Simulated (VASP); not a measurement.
# CaSe in VASP: one cell, several levels of theory, part 2 of 2

VASP 6.6.1, plane waves, PAW. Earlier steps stand in the parts before.

### 3 r2SCAN

Contents of INCAR:

```
ENCUT = 520.000000
SIGMA = 0.010000
EDIFF = 1.00e-07
ALGO = Normal
METAGGA = R2SCAN
PREC = Accurate
IBRION = -1
ISIF = 2
ISMEAR = 0
NBANDS = 15
NELM = 120
NSW = 0
LASPH = .TRUE.
LCHARG = .FALSE.
LWAVE = .FALSE.
LREAL = .FALSE.
```

Contents of KPOINTS:

```
KPOINTS created by Atomic Simulation Environment
0
Gamma
8 8 8
0 0 0
```

Contents of KPOINTS_OPT:

```
special points
7
Reciprocal
0.0000000000 0.0000000000 0.0000000000 1
0.5000000000 0.0000000000 0.5000000000 1
0.6250000000 0.2500000000 0.6250000000 1
0.3750000000 0.3750000000 0.7500000000 1
0.5000000000 0.5000000000 0.5000000000 1
0.5000000000 0.2500000000 0.7500000000 1
0.5000000000 0.5000000000 0.0000000000 1
```

Contents of POSCAR:

```
Ca Se
 1.0000000000000000
     0.0000000000000000    3.0565611637000001    2.9378032961999998
     3.0565611637000001    0.0000000000000000    2.9378032961999998
     3.0565611637000001    3.0565611637000001    0.0000000000000000
 Ca  Se
   1   1
Cartesian
  0.0000000000000000  0.0000000000000000  0.0000000000000000
  3.0565611636999996  3.0565611636999996  2.9378032961999994
```

The run is started by

```bash
$ mpirun -np 1 vasp_std
```

Standard output, without the iteration lines:

```text
POSCAR found type information on POSCAR CaSe
 POSCAR found :  2 types and       2 ions
 -----------------------------------------------------------------------------
|                                                                             |
|                                                                             |
|     You enforced a specific xc type in the INCAR file but a different       |
|     I HOPE YOU KNOW WHAT YOU ARE DOING!                                     |
|                                                                             |
 -----------------------------------------------------------------------------

 LDA part: xc-table for (None), standard interpolation
 POSCAR, INCAR and KPOINTS ok, starting setup
 FFT: planning ... GRIDC
 FFT: planning ... GRID_SOFT
 FFT: planning ... GRID
 WAVECAR not read
 entering main loop
 Start KPOINTS_OPT (optional k-point list driver)
k-point batch [1-7\7]
```

OSZICAR:

```text
N       E                     dE             d eps       ncg     rms          rms(c)
DAV:   1     0.919692270775E+02    0.91969E+02   -0.74961E+03  1770   0.992E+02
DAV:   2    -0.236176300352E+02   -0.11559E+03   -0.10987E+03  2239   0.250E+02
DAV:   3    -0.286152632224E+02   -0.49976E+01   -0.49159E+01  2426   0.491E+01
DAV:   4    -0.288982050871E+02   -0.28294E+00   -0.28274E+00  2416   0.977E+00
DAV:   5    -0.288999311537E+02   -0.17261E-02   -0.17260E-02  2332   0.815E-01    0.404E+00
DAV:   6    -0.259355640209E+02    0.29644E+01   -0.14957E+00  2517   0.102E+01    0.301E+00
DAV:   7    -0.259554309571E+02   -0.19867E-01   -0.39322E-01  2169   0.365E+00    0.729E-01
DAV:   8    -0.259467794983E+02    0.86515E-02   -0.31363E-02  1959   0.104E+00    0.579E-01
DAV:   9    -0.259488965238E+02   -0.21170E-02   -0.38676E-03  1882   0.666E-01    0.189E-01
DAV:  10    -0.259489227178E+02   -0.26194E-04   -0.10513E-04  2423   0.774E-02    0.988E-02
DAV:  11    -0.259489468077E+02   -0.24090E-04   -0.93750E-05  2736   0.842E-02    0.238E-02
DAV:  12    -0.259489488120E+02   -0.20043E-05   -0.17979E-06  2223   0.128E-02    0.167E-02
DAV:  13    -0.259489529993E+02   -0.41873E-05   -0.34325E-06  2113   0.184E-02    0.121E-03
DAV:  14    -0.259489531044E+02   -0.10515E-06   -0.12520E-07  1992   0.305E-03    0.108E-03
DAV:  15    -0.259489531265E+02   -0.22053E-07   -0.11048E-08  1025   0.927E-04
   1 F= -.25948953E+02 E0= -.25948953E+02  d E =-.165503E-48
       N       E                     dE             ncg
DAV:   1     0.101799177792E+04   -0.37885E+04      210
DAV:   2     0.203180196579E+03   -0.81481E+03      259
DAV:   3     0.171004417766E+03   -0.32176E+02      266
DAV:   4     0.169305383812E+03   -0.16990E+01      295
DAV:   5     0.169298241442E+03   -0.71424E-02      301
DAV:   6     0.169298109267E+03   -0.13218E-03      273
DAV:   7     0.169298108418E+03   -0.84881E-06      301
DAV:   8     0.169298108388E+03   -0.30223E-07      177
```

From OUTCAR:

```text
k-points           NKPTS =     59   k-points in BZ     NKDIM =     59   number of bands    NBANDS=     15

   NELECT =      16.0000    total number of electrons

   dimension x,y,z NGX =    32 NGY =   32 NGZ =   32
   dimension x,y,z NGXF=    64 NGYF=   64 NGZF=   64

  energy-cutoff  :      520.00
  volume of cell :       54.89
      direct lattice vectors                 reciprocal lattice vectors
     0.000000000  3.056561164  2.937803296    -0.163582527  0.163582527  0.170195193
     3.056561164  0.000000000  2.937803296     0.163582527 -0.163582527  0.170195193
     3.056561164  3.056561164  0.000000000     0.163582527  0.163582527 -0.170195193

 k-points in reciprocal lattice and weights: KPOINTS created by Atomic Simulation Env
   0.00000000  0.00000000  0.00000000       0.002
   0.12500000  0.00000000  0.00000000       0.016
   0.25000000  0.00000000  0.00000000       0.016
   0.37500000  0.00000000  0.00000000       0.016
   0.50000000  0.00000000  0.00000000       0.008
   0.12500000  0.12500000  0.00000000       0.004
   0.25000000  0.12500000  0.00000000       0.016
   0.37500000  0.12500000  0.00000000       0.016
[... 51 more k-points ...]

 E-fermi :   1.8914

 k-point     1 :       0.0000    0.0000    0.0000
  band No.  band energies     occupation
      1     -39.6919      2.00000
      2     -19.7976      2.00000
      3     -19.7976      2.00000
      4     -19.7835      2.00000
      5     -10.2078      2.00000
      6       1.7877      2.00000
      7       1.7877      2.00000
      8       1.7909      2.00000
      9       5.5273      0.00000
     10       5.9503      0.00000
     11       5.9503      0.00000
     12       6.1947      0.00000
     13       6.5099      0.00000
     14       6.7111      0.00000
     15      12.1703      0.00000

 k-point     2 :       0.1250    0.0000    0.0000
  band No.  band energies     occupation
      1     -39.6912      2.00000
      2     -19.8078      2.00000
      3     -19.7989      2.00000
      4     -19.7870      2.00000
      5     -10.1245      2.00000
      6       1.1044      2.00000
      7       1.5799      2.00000
      8       1.5856      2.00000
      9       5.8765      0.00000
     10       6.1674      0.00000
     11       6.2813      0.00000
     12       6.4816      0.00000
     13       6.8699      0.00000
     14       7.1270      0.00000
     15      12.2004      0.00000

 k-point     3 :       0.2500    0.0000    0.0000
  band No.  band energies     occupation
      1     -39.6895      2.00000
      2     -19.8376      2.00000
      3     -19.8019      2.00000
      4     -19.7896      2.00000
      5      -9.9140      2.00000
      6      -0.0539      2.00000
      7       1.1674      2.00000
      8       1.1765      2.00000
      9       6.0299      0.00000
     10       6.6925      0.00000
     11       6.7739      0.00000
     12       7.6903      0.00000
     13       7.7800      0.00000
     14       8.1787      0.00000
     15      11.5635      0.00000

 k-point     4 :       0.3750    0.0000    0.0000
  band No.  band energies     occupation
      1     -39.6878      2.00000
      2     -19.8681      2.00000
      3     -19.8049      2.00000
      4     -19.7910      2.00000
      5      -9.6871      2.00000
      6      -0.9423      2.00000
      7       0.8328      2.00000
      8       0.8419      2.00000
      9       6.3952      0.00000
     10       7.3805      0.00000
     11       7.3827      0.00000
     12       8.1667      0.00000
     13       8.7931      0.00000
     14       9.0488      0.00000
     15      11.0096      0.00000

 k-point     5 :       0.5000    0.0000    0.0000
  band No.  band energies     occupation
      1     -39.6871      2.00000
      2     -19.8806      2.00000
      3     -19.8062      2.00000
      4     -19.7916      2.00000
      5      -9.5874      2.00000
      6      -1.2715      2.00000
      7       0.7096      2.00000
      8       0.7182      2.00000
      9       6.7915      0.00000
     10       7.6804      0.00000
     11       7.7577      0.00000
     12       7.7990      0.00000
     13       9.4465      0.00000
     14       9.7261      0.00000
     15      10.1037      0.00000

 k-point     6 :       0.1250    0.1250    0.0000
  band No.  band energies     occupation
      1     -39.6908      2.00000
      2     -19.8018      2.00000
      3     -19.8018      2.00000
      4     -19.7969      2.00000
      5     -10.0868      2.00000
      6       0.8713      2.00000
      7       1.5487      2.00000
      8       1.5487      2.00000
      9       5.8329      0.00000
     10       5.9354      0.00000
     11       6.5281      0.00000
     12       6.5281      0.00000
     13       6.6213      0.00000
     14       8.0239      0.00000
     15      12.3262      0.00000

 k-point     7 :       0.2500    0.1250    0.0000
  band No.  band energies     occupation
      1     -39.6894      2.00000
      2     -19.8267      2.00000
      3     -19.8060      2.00000
      4     -19.7967      2.00000
      5      -9.9231      2.00000
      6       0.0688      2.00000
      7       1.1792      2.00000
      8       1.2491      2.00000
      9       5.7267      0.00000
     10       6.4831      0.00000
     11       6.8685      0.00000
     12       7.2180      0.00000
     13       7.2919      0.00000
     14       9.2311      0.00000
     15      11.8843      0.00000

 k-point     8 :       0.3750    0.1250    0.0000
  band No.  band energies     occupation
      1     -39.6877      2.00000
      2     -19.8570      2.00000
      3     -19.8090      2.00000
      4     -19.7970      2.00000
      5      -9.7185      2.00000
      6      -0.6984      2.00000
      7       0.7669      2.00000
      8       0.9160      2.00000
      9       5.9786      0.00000
     10       7.2878      0.00000
     11       7.4848      0.00000
     12       7.9605      0.00000
     13       8.0586      0.00000
     14       9.6454      0.00000
     15      11.0942      0.00000

 k-point     9 :       0.5000    0.1250    0.0000
  band No.  band energies     occupation
      1     -39.6868      2.00000
      2     -19.8738      2.00000
      3     -19.8092      2.00000
      4     -19.7989      2.00000
      5      -9.5964      2.00000
      6      -1.0974      2.00000
      7       0.5647      2.00000
      8       0.7231      2.00000
      9       6.5378      0.00000
     10       7.6544      0.00000
     11       7.8494      0.00000
     12       7.9732      0.00000
     13       8.7631      0.00000
     14       9.6242      0.00000
     15      10.4660      0.00000

 k-point    10 :      -0.3750    0.1250    0.0000
  band No.  band energies     occupation
      1     -39.6871      2.00000
      2     -19.8688      2.00000
      3     -19.8063      2.00000
      4     -19.8001      2.00000
      5      -9.6405      2.00000
      6      -0.9702      2.00000
      7       0.6264      2.00000
      8       0.7417      2.00000
      9       6.6635      0.00000
     10       7.3833      0.00000
     11       7.6173      0.00000
     12       8.1575      0.00000
     13       8.5768      0.00000
     14       9.4164      0.00000
     15      10.8319      0.00000

 k-point    11 :      -0.2500    0.1250    0.0000
  band No.  band energies     occupation
      1     -39.6885      2.00000
      2     -19.8465      2.00000
      3     -19.8020      2.00000
      4     -19.7982      2.00000
      5      -9.8196      2.00000
      6      -0.3678      2.00000
      7       0.9283      2.00000
      8       0.9667      2.00000
      9       6.2985      0.00000
     10       6.7295      0.00000
     11       7.4230      0.00000
     12       7.5453      0.00000
     13       8.3203      0.00000
     14       8.7294      0.00000
     15      11.4228      0.00000

 k-point    12 :      -0.1250    0.1250    0.0000
  band No.  band energies     occupation
      1     -39.6902      2.00000
      2     -19.8222      2.00000
      3     -19.7990      2.00000
      4     -19.7917      2.00000
      5     -10.0178      2.00000
      6       0.4644      2.00000
      7       1.3116      2.00000
      8       1.3539      2.00000
      9       6.1223      0.00000
     10       6.2658      0.00000
     11       6.6426      0.00000
     12       6.9194      0.00000
     13       7.6062      0.00000
     14       7.6620      0.00000
     15      12.2136      0.00000

[... the tables of k-points 13 to 59 left out ...]

  Total       -1.0402059     -1.0402059      0.0901498      0.0000000      0.0000000     -0.0000000
  in kB      -30.3606458    -30.3606458      2.6312154      0.0000000      0.0000000     -0.0000000
  external PRESSURE =     -19.3633587 kB  Pullay stress =       0.0000000 kB

 POSITION                                       TOTAL-FORCE (eV/Angst)
 -----------------------------------------------------------------------------------
      0.00000      0.00000      0.00000         0.000000      0.000000      0.000000
      3.05656      3.05656      2.93780         0.000000      0.000000      0.000000
 -----------------------------------------------------------------------------------
    total drift:                                0.000000     -0.000000     -0.000000

  FREE ENERGIE OF THE ION-ELECTRON SYSTEM (eV)
  ---------------------------------------------------
  free  energy   TOTEN  =       -25.9489531265 eV

  energy  without entropy=      -25.9489531265  energy(sigma->0) =      -25.94895313
```

It took 2 min on 1 MPI rank of Intel Xeon Platinum 8488C, shared host; peak memory 0.23 GiB.

The levels at the points of KPOINTS_OPT are read from vasprun.xml.

Near the gap, in eV above the top of the last filled band v; c is the band after it:

| point | v−1 | v | c | c+1 |
| --- | --- | --- | --- | --- |
| Γ | 0.00 | 0.00 | 3.74 | 4.16 |
| X | -0.89 | -0.80 | 2.63 | 5.37 |
| U | -1.90 | -1.01 | 3.84 | 6.07 |
| K | -1.89 | -1.08 | 3.76 | 6.07 |
| L | -1.08 | -1.07 | 5.00 | 5.89 |
| W | -1.80 | -1.48 | 4.79 | 4.79 |

The r2SCAN gap is 2.60 eV and indirect (Γ to (0.50, 0.50, 0.00)), with 3.43 eV as the least direct one. The pressure is -1.94 GPa; the forces vanish within 0.01 eV/Å.

### 4 Summary

The summary covers parts 1 to 2.

```
 level  gap (eV)  pressure (GPa)
   PBE      2.14           -1.35
r2SCAN      2.60           -1.94
```

The gap runs from 2.14 eV (PBE) to 2.60 eV (r2SCAN). The pressure is highest with PBE (-1.3 GPa) and lowest with r2SCAN (-1.9 GPa), which orders the cells that they would relax to.
